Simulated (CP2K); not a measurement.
The system is TaN.

```
CELL_PARAMETERS angstrom
3.12728 0.00000 0.00000
1.56364 2.70831 0.00000
1.56364 0.90277 2.55342
ATOMIC_POSITIONS crystal
Ta 0.50000 0.50000 0.50000
N 0.00000 0.00000 0.00000
```

The cell comes from a database or a generator and needn't be the stable form of this composition.

Base run:

- Program: CP2K 2026.2
- Functional: BLYP
- Potentials or basis: POTENTIAL_UZH Ta GTH-PBE-q13, N GTH-PBE-q5; TZVP-MOLOPT-PBE-GTH basis
- Density cutoff: 9184 eV
- k mesh: 10 × 10 × 10
- Occupations: fermi-dirac, width 0.05 eV
- Spin: no spin polarisation

Its results: band gap on the k mesh none (metal or under the smearing width); pressure 5.8 GPa.

Question: The run is repeated on the same cell with these changes: functional from BLYP to revPBE. What comes out?

Answer: Band gap on the k mesh none (metal or under the smearing width); pressure -3.6 GPa.

Caveats: the potentials were made for another functional, which shifts forces and pressure; the basis of atomic orbitals isn't converged, which shifts pressures, moduli and gaps.
